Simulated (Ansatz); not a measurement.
GaP:

```
Ga P
1.0
     0.00000    2.72525    2.72525
     2.72525    0.00000    2.72525
     2.72525    2.72525    0.00000
Ga P
1 1
Direct
  0.00000 0.00000 0.00000
  0.75000 0.75000 0.75000
```

Below is the output of Ansatz 0.2.0 for this cell. Logs are shortened: lines on timing, memory, paths and dates and some standing lists are left out, and cuts for length are marked.

```text
Warning: RAYON_NUM_THREADS=1 ignored (pool sized by the plan → 1); use --threads N
LAPW: plane waves up to 8.536 Å⁻¹, error target 1.0e-3 eV per atom; small_component_spin mean_spin; P in spheres of 1.060 Å, 13 of its electrons in bands, Dirac shells []; Ga in spheres of 1.300 Å, 21 of its electrons in bands, Dirac shells [] (how accurate: hamiltonian.pseudopotentials.lapw.basis_error, Limitations)
Engine: ansatz 0.2.0, x86_64-unknown-linux-gnu
Pseudopotentials: kind: all_electron
Pseudopotential: Ga, LAPW, valence charge 21, lapw/all_electron/scalar/gaussian/Ga, Koelling and Harmon's equation, gaussian nucleus
Pseudopotential: P, LAPW, valence charge 13, lapw/all_electron/scalar/gaussian/P, Koelling and Harmon's equation, gaussian nucleus
Functional definition: RPBE
  parameter kappa = 0.804
  parameter beta = 0.06672455060314922
  exchange = rpbe_x(kappa = kappa, mu = beta*pi^2/3)
  correlation = pbe_c(beta = beta)
Crystal: 2 atoms, lattice volume = 40.481 Å³
Basis set: ecut = 277.58198782663044 eV, 411 PW (Γ), exchange–correlation at level 2
Bands: 21, of which v1, the nominal top of the filled ones, is band 17 counted from 1 (16 counted from 0)
Symmetry: 24 space group operations
Space group: F-43m (ITA 216), of the structure as read, at distance tolerance 3.4e-5 Å
k-points: 29 of 512 (time reversal used)
Non-local potential: Ga, projectors of the file, none
Non-local potential: P, projectors of the file, none
Initial density: superposition of atomic densities (chi_scale 0.1, normalization cell, long waves kept (reshape's long-wave potential 0.00 eV rms))
Initial wavefunctions: plane waves of lowest kinetic energy (no species holds an atomic orbital)
Functional: x = rpbe, c = pbe(β = 0.06672455060314922)
iter 1 solved again at ethr=2.56e-3 eV; its pass at ethr=1.00e-1 eV (dr2=8.70e-1 eV) is discarded
SCF iter   1: F=—  HF=-62218.757537 eV  |F-HF|=—  |Δ(HF+E_count)|=         —  Δρ=3.92e-2  dr2=8.72e-1  ethr=2.56e-3  ⟨swp⟩=2.0  Hψ=4156  notcnv=0
preconditioner: auto → none  [insulator: Δε(μ)=2.102 eV  Ē_g=15.024 eV  σ=0.050 eV  W_gap=1.00  n_scr=14 (ndim 8)  ℏωp=24.8 eV  f_vac=0.017  D(μ)=0.00/eV (n_scr^D=0)  ε∞_Penn≈3.7]
iter 2 solved again at ethr=2.41e-4 eV; its pass at ethr=2.56e-3 eV (dr2=8.19e-2 eV) is discarded
SCF iter   2: F=—  HF=-62218.525264 eV  |F-HF|=—  |Δ(HF+E_count)|=   2.32e-1  Δρ=1.54e-2  dr2=8.18e-2  ethr=2.41e-4  ⟨swp⟩=2.0  Hψ=3134  notcnv=0
SCF iter   3: F=—  HF=-62218.510371 eV  |F-HF|=—  |Δ(HF+E_count)|=   1.49e-2  Δρ=7.15e-3  dr2=1.68e-2  ethr=2.41e-4  ⟨swp⟩=2.0  Hψ=1777  notcnv=0
SCF iter   4: F=—  HF=-62218.509900 eV  |F-HF|=—  |Δ(HF+E_count)|=         —  Δρ=1.71e-3  dr2=1.09e-3  ethr=4.93e-5  ⟨swp⟩=2.4  Hψ=1774  notcnv=0
the basis was enlarged: its passes take 251.9 KiB over the memory plan, 1 of 1 planned eigensolver slots
SCF iter   5: F=—  HF=-62218.509643 eV  |F-HF|=—  |Δ(HF+E_count)|=   2.57e-4  Δρ=3.35e-4  dr2=3.06e-5  ethr=3.20e-6  ⟨swp⟩=3.0  Hψ=1769  notcnv=0
SCF iter   6: F=—  HF=-62218.509753 eV  |F-HF|=—  |Δ(HF+E_count)|=   1.11e-4  Δρ=5.38e-5  dr2=9.00e-7  ethr=8.99e-8  ⟨swp⟩=3.0  Hψ=1778  notcnv=0
SCF iter   7: F=-62218.509758 eV  HF=-62218.509758 eV  |F-HF|=8.39e-8  |Δ(HF+E_count)|=   4.37e-6  Δρ=7.28e-6  dr2=2.72e-8  ethr=2.65e-9  ⟨swp⟩=3.0  Hψ=1778  notcnv=0
SCF 1 converged in 7 iterations: F = -62218.509758 eV  dr2 = 2.72e-8
SCF converged after 7 iterations
Free energy (F): -62218.509758 eV
Harris-Foulkes:  -62218.509758 eV  (|F-HF|=8.39e-8)
Internal energy: -62218.509758 eV  (E = F + TS)
E sigma→0 (E₀):  -62218.509758 eV
Fermi energy:    9.490582 eV
--- Per-component energies (eV) ---
  E_band       = -1788.603281
  E_kinetic    = 63295.384256
  E_xc         = -2701.226345
  E_electrostatic = -122812.667670  (all electrons and nuclei)
  E_smearing   = -0.000000  (= −TS)
  E_closure    = 0.000000  (closes the sum)
  E_atoms      = -62210.092364  (free atoms, spherical and without spin; not in F)
  Σ components = -62218.509758   (vs F -62218.509758, Δ=0.00e0)
  Basis errors (estimates in eV, not in F): energy 4.6e-4 per atom: plane waves 4.2e-4 (2.5e-4 summed), levels above the bands 0.0e0, relativity 1.3e-8, radial functions 4.0e-5, core shells 2.3e-11; eigenvalues (radial functions only) 8.9e-7; not estimated: angular momenta, meshes, grids; target (lapw.basis_error) 1.0e-3; muffin-tin radii P 1.060 Å, Ga 1.300 Å
--- Forces (eV/Å), atoms counted from 1 ---
  atom   1  Ga     0.00000000    -0.00000000    -0.00000000
  atom   2  P     -0.00000000     0.00000000    -0.00000000
  max |Σ_I F_I| component: 2.08e-17 eV/Å
--- Stress (GPa, compression-positive) ---
        4.578771      -0.000000      -0.000000
       -0.000000       4.578771       0.000000
       -0.000000       0.000000       4.578771
  P = ⅓ Tr σ = 4.5788 GPa (45.788 kbar)
--- Band table (eV; the first three rows and the last of 29) ---
  k-point 0: bands = ["-159.2909", "-134.8405", "-109.5596", "-109.5596", "-109.5596", "-85.4875", "-85.4875", "-85.4875", "-5.8784", "-5.8784", "-5.8784", "-5.7794", "-5.7794", "-3.8413", "8.6227", "8.6227", "8.6227", "10.5875", "12.5505", "12.5505", "12.5505"]
  k-point 1: bands = ["-159.2909", "-134.8405", "-109.5596", "-109.5596", "-109.5596", "-85.4875", "-85.4875", "-85.4875", "-5.8925", "-5.8736", "-5.8736", "-5.7794", "-5.7794", "-3.6390", "7.0243", "8.3948", "8.3948", "11.1759", "12.8985", "12.8985", "13.1655"]
  k-point 2: bands = ["-159.2909", "-134.8405", "-109.5596", "-109.5596", "-109.5596", "-85.4875", "-85.4875", "-85.4875", "-5.9233", "-5.8636", "-5.8636", "-5.7781", "-5.7781", "-3.0664", "4.7853", "7.9640", "7.9640", "10.8789", "13.4039", "13.4039", "15.0796"]
  k-point 28: bands = ["-159.2909", "-134.8405", "-109.5596", "-109.5596", "-109.5596", "-85.4875", "-85.4875", "-85.4875", "-5.9789", "-5.8392", "-5.8186", "-5.7941", "-5.7706", "-0.7989", "2.1225", "5.0771", "5.2355", "13.4048", "13.5373", "14.8020", "14.8599"]
```

Problem. Write the input and the command behind it.

Solution. Single point with RPBE, no spin polarisation. The files as run (others can give the same):

input.yaml
```yaml
crystal:
  lattice:
    - [0.0, 2.72525, 2.72525]
    - [2.72525, 0.0, 2.72525]
    - [2.72525, 2.72525, 0.0]
  atoms:
    - { symbol: Ga, position: [0.0, 0.0, 0.0] }
    - { symbol: P, position: [0.75, 0.75, 0.75] }
kpoints:
  mp_grid: { grid: [8, 8, 8] }
scf:
  occupations: { method: gaussian, width: 0.05 }
hamiltonian:
  xc: rpbe
  pseudopotentials: { kind: all_electron, lapw: { basis_error: 0.001 } }
output:
  forces: true
  stress: true
  eigenvalues: true
```

Potentials or basis: all-electron LAPW, scalar-relativistic.
Run with:
```bash
$ ansatz run input.yaml --threads 1 --pin off --max-ram 3072MiB --backend cpu --events-out ev --progress --plain --runs-dir out
```
